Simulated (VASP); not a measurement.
# W (Im-3m) in VASP: a series of runs

Runs on W. Level: PBE. Tasks: relaxation of cell and atoms, single point.

Everything below comes from runs of VASP 6.6.1. Logs are shortened: lines on timing, memory, paths and dates and some standing lists are left out, and cuts for length are marked.

### 1 The structure

It takes space group Im-3m (No. 229, cubic). The conventional cell has a = 3.165 Å, b = 3.165 Å, c = 3.165 Å, α = 90.00°, β = 90.00°, γ = 90.00°. W (site symmetry m-3m) has 8 W at 2.74 Å as nearest neighbours.

### 2 Relaxation of cell and atoms, PBE

INCAR reads:

```
PREC = Accurate ; ENCUT = 520
EDIFF = 1E-7 ; ISMEAR = 0
SIGMA = 0.1 ; LREAL = False
LASPH = True ; NELM = 80
ALGO = Fast ; ISIF = 3
LWAVE = False ; LCHARG = False
GGA = PE ; IBRION = 2
NSW = 80 ; EDIFFG = -0.15
```

KPOINTS reads:

```
regular mesh
0
Gamma
  18 18 18
```

POSCAR reads:

```
W
1.0
   -1.5823450000      1.5823450000      1.5823450000
    1.5823450000     -1.5823450000      1.5823450000
    1.5823450000      1.5823450000     -1.5823450000
W
1
Direct
    0.0000000000      0.0000000000      0.0000000000
```

Potentials or basis: VASP PAW PBE potentials, release 64 (W_sv).

Run with:

```console
> cat potpaw_PBE.64/W_sv/POTCAR > POTCAR
> mpirun -np 1 vasp_std > vasp.out
```

OUTCAR:

```text
PREC = Accurate
   ENCUT = 520
   EDIFF = 1E-7
   ISMEAR = 0
   LREAL = False
   LASPH = True
   NELM = 80
   ISIF = 3
   GGA = PE
   IBRION = 2
   NSW = 80
   EDIFFG = -0.15

 ion  position               nearest neighbor table
   1  0.000  0.000  0.000-

  LATTYP: Found a body centered cubic cell.
 ALAT       =     3.1646900000

  Lattice vectors:

 A1 = (  -1.5823450000,   1.5823450000,   1.5823450000)
 A2 = (   1.5823450000,  -1.5823450000,   1.5823450000)
 A3 = (   1.5823450000,   1.5823450000,  -1.5823450000)

Analysis of symmetry for initial positions (statically):
=====================================================================
 Subroutine PRICEL returns:
 Original cell was already a primitive cell.

 Routine SETGRP: Setting up the symmetry group for a
 body centered cubic supercell.

 Subroutine GETGRP returns: Found 48 space group operations
 (whereof 48 operations were pure point group operations)
 out of a pool of 48 trial point group operations.

The static configuration has the point symmetry O_h .

Analysis of symmetry for dynamics (positions and initial velocities):
=====================================================================
 Subroutine PRICEL returns:
 Original cell was already a primitive cell.

 Routine SETGRP: Setting up the symmetry group for a
 body centered cubic supercell.

 Subroutine GETGRP returns: Found 48 space group operations
 (whereof 48 operations were pure point group operations)
 out of a pool of 48 trial point group operations.

The dynamic configuration has the point symmetry O_h .

 Subroutine INISYM returns: Found 48 space group operations
 (whereof 48 operations are pure point group operations),
 and found     1 'primitive' translations

----------------------------------------------------------------------------------------

                                     Primitive cell

  volume of cell :      15.8476

  direct lattice vectors                    reciprocal lattice vectors
    -1.582345000  1.582345000  1.582345000     0.000000000  0.315986716  0.315986716
     1.582345000 -1.582345000  1.582345000     0.315986716  0.000000000  0.315986716
     1.582345000  1.582345000 -1.582345000     0.315986716  0.315986716  0.000000000

  length of vectors
[... 94 lines left out ...]
   EFERMI =   0.00;   METHOD = LEGACY
   ISMEAR =     0;   SIGMA  =   0.10  broadening in eV -4-tet -1-fermi 0-gaus
   EFERMI_NEDOS =   21; number of points for ismear=-14 and -15
   IALGO  =     68    algorithm
   IMIX   =      4    mixing-type and parameters
     AMIX     =   0.40;   BMIX     =  1.00
     AMIX_MAG =   1.60;   BMIX_MAG =  1.00
  volume/ion in A,a.u.               =      15.85       106.94
  Fermi-wavevector in a.u.,A,eV,Ry     =   1.570832  2.968442 33.572544  2.467512
  Thomas-Fermi vector in A             =   2.672506
   LORBIT       =      0    0 simple, 1 ext, 2 COOP (PROOUT), +10 PAW based schemes
   GGA     = PE    functional components
   LHFCALC =     F    Hartree Fock is set to
   AEXX    =    0.0000 exact exchange contribution
   IVDW    =     0    specifies the selected vdW correction
   LEPSILON=     F    determine dielectric tensor
   LRPA    =     F    only Hartree local field effects (RPA)
 conjugate gradient relaxation of ions
 non-spin polarized calculation
 RMM-DIIS sequential band-by-band and
 Gauss-broadening in eV      SIGMA  =   0.10
  energy-cutoff  :      520.00
  volume of cell :       15.85
 maximum number of plane-waves:       440
   NGX = 11   NGY = 11   NGZ = 11

--------------------------------------- Ionic step        1  -------------------------------------------

 number of electron      14.0000004 magnetization

 Free energy of the ion-electron system (eV)
  ---------------------------------------------------
  ext. energy  EPLUGINS =         0.00000000
  ---------------------------------------------------
  free energy    TOTEN  =       -12.94507085 eV

  energy without entropy =      -12.94160198  energy(sigma->0) =      -12.94333642

------------------------ aborting loop because EDIFF is reached ----------------------------------------

  FORCE on cell =-STRESS in cart. coord.  units (eV):
  Direction    XX          YY          ZZ          XY          YZ          ZX
  --------------------------------------------------------------------------------------
  -------------------------------------------------------------------------------------
  Total        0.6173759      0.6173759      0.6173759      0.0000000      0.0000000     -0.0000000
  in kB       62.4161171     62.4161171     62.4161171      0.0000000      0.0000000     -0.0000000
  external PRESSURE =      62.4161171 kB  Pullay stress =       0.0000000 kB
[... 57 lines left out ...]
--------------------------------------- Ionic step        3  -------------------------------------------

 number of electron      14.0000000 magnetization

 Free energy of the ion-electron system (eV)
  ---------------------------------------------------
  ext. energy  EPLUGINS =         0.00000000
  ---------------------------------------------------
  free energy    TOTEN  =       -12.95098986 eV

  energy without entropy =      -12.94740385  energy(sigma->0) =      -12.94919685

 E-fermi :  11.1581     XC(G=0): -13.5283

 val. band max:       11.1538769116   @ k =  -0.2778   0.3333   0.2222
 cond. band min:      11.1703334433   @ k =   0.5000   0.5000   0.2222
 fundamental gap:      0.0164565317
 Fermi energy:        11.1580613078

 k-point     1 :       0.0000    0.0000    0.0000
  band No.  band energies     occupation
      1     -63.0455      2.00000
      2     -26.6363      2.00000
      3     -26.6363      2.00000
      4     -26.6363      2.00000
      5       1.6317      2.00000
      6       9.9654      2.00000
      7       9.9654      2.00000
      8       9.9654      2.00000
      9      13.3760      0.00000
     10      13.3760      0.00000
     11      25.6304      0.00000
[... 309 lines left out ...]
 k-point    24 :       0.3889    0.1111    0.0000
  band No.  band energies     occupation
      1     -62.9226      2.00000
      2     -27.7679      2.00000
      3     -27.0622      2.00000
      4     -26.6957      2.00000
      5       5.4373      2.00000
      6       7.8342      2.00000
      7      10.5429      2.00000
      8      13.1416      0.00000
      9      14.4315      0.00000
     10      17.4159      0.00000
     11      21.8056      0.00000

 [... further k-points ...]
[... 5 lines left out ...]
  --------------------------------------------------------------------------------------
  -------------------------------------------------------------------------------------
  Total       -0.0183808     -0.0183808     -0.0183808      0.0000000      0.0000000     -0.0000000
  in kB       -1.8213986     -1.8213986     -1.8213986      0.0000000      0.0000000     -0.0000000
  external PRESSURE =      -1.8213986 kB  Pullay stress =       0.0000000 kB
[... 16 lines left out ...]
  FREE ENERGIE OF THE ION-ELECTRON SYSTEM (eV)
  ---------------------------------------------------
  free  energy   TOTEN  =       -12.9509898590 eV

  energy  without entropy=      -12.9474038468  energy(sigma->0) =      -12.94919685

 reached required accuracy - stopping structural energy minimisation
```

OSZICAR:

```text
N       E                     dE             d eps       ncg     rms          rms(c)
DAV:   1     0.786722681078E+02    0.78672E+02   -0.79200E+03  4290   0.145E+03
DAV:   2    -0.119679370417E+02   -0.90640E+02   -0.87669E+02  4602   0.338E+02
DAV:   3    -0.135528331866E+02   -0.15849E+01   -0.15684E+01  4959   0.439E+01
[... 34 lines left out ...]
RMM:   7    -0.129509848131E+02   -0.20201E-04   -0.21863E-04  4402   0.210E-01    0.103E-02
RMM:   8    -0.129509882581E+02   -0.34450E-05   -0.61957E-05  4517   0.107E-01    0.520E-03
RMM:   9    -0.129509894336E+02   -0.11755E-05   -0.10193E-05  4385   0.377E-02    0.128E-03
RMM:  10    -0.129509897871E+02   -0.35348E-06   -0.13886E-06  3348   0.147E-02    0.287E-03
RMM:  11    -0.129509898590E+02   -0.71929E-07   -0.62535E-07  3115   0.893E-03
   3 F= -.12950990E+02 E0= -.12949197E+02  d E =-.591901E-02
```

CONTCAR:

```text
W
   1.00000000000000
    -1.5929534669098810    1.5929534669098810    1.5929534669098810
     1.5929534669098810   -1.5929534669098810    1.5929534669098810
     1.5929534669098810    1.5929534669098810   -1.5929534669098810
  W
     1
Direct
     0.0000000000000000    0.0000000000000000    0.0000000000000000

  0.00000000E+00  0.00000000E+00  0.00000000E+00
```

Wall time 49 s (1 thread of AMD EPYC 9R14 (Zen 4), shared host); peak memory 0.12 GiB.

Results:

```yaml
Free_energy: -12.9510 eV
Relaxed_volume: 16.17 Å³/atom
Relaxed_cell: a = 2.759 Å, b = 2.759 Å, c = 2.759 Å, α = 109.47°, β = 109.47°, γ = 109.47°
Space_group_after_relaxing_to_0.05_Å: Im-3m (No. 229)
Energy_gained_by_relaxing: 5.9 meV/atom
Ionic_steps: 3
Pressure_after_relaxing: -0.2 GPa
Band_gap_on_the_k_mesh: none (metal or under the smearing width)
```

Step by step:
| step | energy change (eV) | largest force (eV/Å) | pressure (GPa) | volume (Å³) |
| --- | --- | --- | --- | --- |
| 1 | 0.0000 | 0.0000 | 6.24 | 15.85 |
| 2 | 0.0629 | 0.0000 | -18.07 | 17.31 |
| 3 | -0.0059 | 0.0000 | -0.18 | 16.17 |

Final structure:
```
W
1.0
    -1.59295    1.59295    1.59295
     1.59295   -1.59295    1.59295
     1.59295    1.59295   -1.59295
W
1
Direct
  0.00000 0.00000 0.00000
```

Caveat: the relaxation stopped at a loose force limit of 0.15 eV/Å, so its end isn't a converged minimum. Spin-orbit coupling is left out, which matters for the levels of W.

### 3 Relaxation of cell and atoms, PBE

This run uses another cell than the first one, of 16.17 Å³/atom, 1.020 times its volume.

INCAR is that of step 2.

KPOINTS is that of step 2.

POSCAR reads:

```
W                                       
1.0
   -1.5929534669      1.5929534669      1.5929534669
    1.5929534669     -1.5929534669      1.5929534669
    1.5929534669      1.5929534669     -1.5929534669
  W             
     1
Direct
     0.0000000000000000    0.0000000000000000    0.0000000000000000
```

Potentials or basis: VASP PAW PBE potentials, release 64 (W_sv).

Run with:

```console
> cat potpaw_PBE.64/W_sv/POTCAR > POTCAR
> mpirun -np 1 vasp_std > vasp.out
```

OUTCAR:

```text
PREC = Accurate
   ENCUT = 520
   EDIFF = 1E-7
   ISMEAR = 0
   LREAL = False
   LASPH = True
   NELM = 80
   ISIF = 3
   GGA = PE
   IBRION = 2
   NSW = 80
   EDIFFG = -0.15

 ion  position               nearest neighbor table
   1  0.000  0.000  0.000-

  LATTYP: Found a body centered cubic cell.
 ALAT       =     3.1859069338

  Lattice vectors:

 A1 = (  -1.5929534669,   1.5929534669,   1.5929534669)
 A2 = (   1.5929534669,  -1.5929534669,   1.5929534669)
 A3 = (   1.5929534669,   1.5929534669,  -1.5929534669)

Analysis of symmetry for initial positions (statically):
=====================================================================
 Subroutine PRICEL returns:
 Original cell was already a primitive cell.

 Routine SETGRP: Setting up the symmetry group for a
 body centered cubic supercell.

 Subroutine GETGRP returns: Found 48 space group operations
 (whereof 48 operations were pure point group operations)
 out of a pool of 48 trial point group operations.

[... 170 lines left out ...]

 k-point     1 :       0.0000    0.0000    0.0000
  band No.  band energies     occupation
      1     -63.0458      2.00000
      2     -26.6365      2.00000
      3     -26.6365      2.00000
      4     -26.6365      2.00000
      5       1.6318      2.00000
      6       9.9653      2.00000
      7       9.9653      2.00000
      8       9.9653      2.00000
      9      13.3759      0.00000
     10      13.3759      0.00000
     11      25.6305      0.00000
[... 309 lines left out ...]
 k-point    24 :       0.3889    0.1111   -0.0000
  band No.  band energies     occupation
      1     -62.9229      2.00000
      2     -27.7682      2.00000
      3     -27.0624      2.00000
      4     -26.6960      2.00000
      5       5.4373      2.00000
      6       7.8341      2.00000
      7      10.5429      2.00000
      8      13.1414      0.00000
      9      14.4314      0.00000
     10      17.4160      0.00000
     11      21.8309      0.00000

 [... further k-points ...]

------------------------ aborting loop because EDIFF is reached ----------------------------------------

  FORCE on cell =-STRESS in cart. coord.  units (eV):
  Direction    XX          YY          ZZ          XY          YZ          ZX
  --------------------------------------------------------------------------------------
  -------------------------------------------------------------------------------------
  Total       -0.0168471     -0.0168471     -0.0168471      0.0000000      0.0000000     -0.0000000
  in kB       -1.6694271     -1.6694271     -1.6694271      0.0000000      0.0000000     -0.0000000
  external PRESSURE =      -1.6694271 kB  Pullay stress =       0.0000000 kB

 VOLUME and BASIS-vectors are now :
 -----------------------------------------------------------------------------
  energy-cutoff  :      520.00
  volume of cell :       16.17
      direct lattice vectors                 reciprocal lattice vectors
    -1.592953467  1.592953467  1.592953467     0.000000000  0.313882364  0.313882364
     1.592953467 -1.592953467  1.592953467     0.313882364  0.000000000  0.313882364
     1.592953467  1.592953467 -1.592953467     0.313882364  0.313882364  0.000000000

 POSITION                                       TOTAL-FORCE (eV/Angst)
 -----------------------------------------------------------------------------------
      0.00000      0.00000      0.00000        -0.000000     -0.000000      0.000000
 -----------------------------------------------------------------------------------
    total drift:                                0.000000      0.000000      0.000000

  FREE ENERGIE OF THE ION-ELECTRON SYSTEM (eV)
  ---------------------------------------------------
  free  energy   TOTEN  =       -12.9511984187 eV

  energy  without entropy=      -12.9476126461  energy(sigma->0) =      -12.94940553

 reached required accuracy - stopping structural energy minimisation
```

CONTCAR:

```text
W
   1.00000000000000
    -1.5929534669000001    1.5929534669000001    1.5929534669000001
     1.5929534669000001   -1.5929534669000001    1.5929534669000001
     1.5929534669000001    1.5929534669000001   -1.5929534669000001
  W
     1
Direct
     0.0000000000000000    0.0000000000000000    0.0000000000000000

  0.00000000E+00  0.00000000E+00  0.00000000E+00
```

Wall time 29 s (1 thread of AMD EPYC 9R14 (Zen 4), shared host); peak memory 0.14 GiB.

What came out:

| Quantity | Value |
| --- | --- |
| Free energy | -12.9512 eV |
| Pressure after relaxing | -0.2 GPa |
| Band gap on the k mesh | none (metal or under the smearing width) |

Final structure:
```cif
data_structure
_symmetry_space_group_name_H-M 'P 1'
_symmetry_Int_Tables_number 1
_cell_length_a 2.7591
_cell_length_b 2.7591
_cell_length_c 2.7591
_cell_angle_alpha 109.471
_cell_angle_beta 109.471
_cell_angle_gamma 109.471
_cell_volume 16.17
loop_
_atom_site_label
_atom_site_type_symbol
_atom_site_fract_x
_atom_site_fract_y
_atom_site_fract_z
_atom_site_occupancy
W1 W 0.00000 0.00000 0.00000 1
```

Levels at points of the mesh, in eV from the Fermi level:
```tsv
k point	band 3	band 4	band 5	band 6	band 7	band 8	band 9	band 10	band 11
(0.00, 0.00, 0.00)	-37.79	-37.79	-9.53	-1.19	-1.19	-1.19	2.22	2.22	14.47
(0.50, 0.00, 0.00)	-38.19	-37.80	-6.15	-3.47	0.61	2.10	3.06	5.98	11.44
(0.50, 0.50, 0.50)	-38.64	-38.64	-5.67	-5.67	5.03	5.03	5.03	8.09	8.09
```

Caveat: the relaxation stopped at its first step, so nothing moved; the relaxation stopped at a loose force limit of 0.15 eV/Å, so its end isn't a converged minimum. The run has no spin-orbit coupling, so splittings on W are missing.

[end of part 1 of 2]
